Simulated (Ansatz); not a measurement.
# AlAu2: phonons with PBEsol

The system is AlAu2.

```
Au Al
1.0
    -1.67151    1.67151    4.39908
     1.67151   -1.67151    4.39908
     1.67151    1.67151   -4.39908
Au Al
2 1
Direct
  0.34373 0.34373 0.00000
  0.65627 0.65627 0.00000
  0.00000 0.00000 0.00000
```

The cell comes from a database or a generator and needn't be the stable form of this composition.

- Program: Ansatz 0.2.0
- Task: phonons
- Functional: PBEsol
- Potentials or basis: Ansatz PAW
- Cutoff: 420 eV (not typed: the program's choice for these potentials)
- k mesh: 10 × 10 × 10
- Occupations: fermi-dirac, width 0.05 eV
- Spin: no spin polarisation

* Band gap on the k mesh: none (metal or under the smearing width)
* Highest phonon frequency at Γ: 191 cm⁻¹

Levels at points of the mesh, in eV from the Fermi level:
| k point | band 17 | band 18 | band 19 | band 20 | band 21 | band 22 | band 23 | band 24 | band 25 |
| --- | --- | --- | --- | --- | --- | --- | --- | --- | --- |
| (0.00, 0.00, 0.00) | -4.79 | -4.79 | -3.50 | -1.22 | 1.06 | 5.78 | 5.78 | 6.66 | 6.66 |
| (0.00, 0.00, -0.50) | -3.52 | -3.30 | -2.94 | -1.32 | 0.79 | 1.05 | 1.93 | 2.14 | 5.83 |
| (0.00, -0.50, 0.00) | -3.99 | -3.34 | -3.24 | -3.05 | -2.13 | 1.67 | 7.43 | 7.59 | 7.81 |
| (0.00, -0.50, -0.50) | -3.99 | -3.34 | -3.24 | -3.05 | -2.13 | 1.67 | 7.43 | 7.59 | 7.81 |
| (-0.50, -0.50, -0.50) | -3.73 | -3.45 | -3.45 | -2.80 | 2.74 | 2.74 | 6.58 | 7.03 | 7.08 |

Phonon frequencies in cm⁻¹ (negative: imaginary):
| q point | frequencies |
| --- | --- |
| (0.000, 0.000, 0.000) | 0 0 0 85 85 151 186 191 191 |

Run time: 24 s on 2 threads of AMD EPYC 9R45 96-Core Processor (Zen 5), on a shared host, peak memory 0.9 GiB.

 The run has no spin-orbit coupling, so splittings on Au are missing.
